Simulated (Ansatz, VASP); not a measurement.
# One calculation of ZnO, two programs

```xyz
4
Lattice="3.2494 0.0000 0.0000 -1.6247 2.8141 0.0000 0.0000 0.0000 5.2038" Properties=species:S:1:pos:R:3 pbc="T T T"
Zn    0.0000    1.8760    0.0000
Zn    1.6247    0.9380    2.6019
O     0.0000    1.8760    1.9884
O     1.6247    0.9380    4.5903
```

Alike in both runs: task single point; functional PBE; k mesh 6 × 6 × 4; occupations gaussian, width 0.1 eV; no spin polarisation.

|  | VASP | Ansatz |
| --- | --- | --- |
| version | VASP 6.6.1 | Ansatz 0.2.0 |
| potentials or method | VASP PAW PBE potentials, release 64 (Zn, O) | scalar-relativistic, plane waves, PAW |
| plane-wave cutoff (eV) | 520 | 420 |
| valence electrons in the cell | 36 | 36 |

```tsv
	VASP	Ansatz	Ansatz less VASP
gap on the k mesh at the Fermi level (eV)	0.79	0.80	+0.014
least direct gap on the mesh (eV)	0.79	0.80	+0.014
pressure (GPa)	6.0	4.9	-1.09
largest component of the traceless stress (GPa)	0.16	0.19	+0.029
rms of the force components (eV/Å)	0.019	0.018	-0.0008
```

Atom by atom the forces differ by 0.001 eV/Å (rms over components).

A hybrid or GW would open this gap; PBE tends to underestimate it.
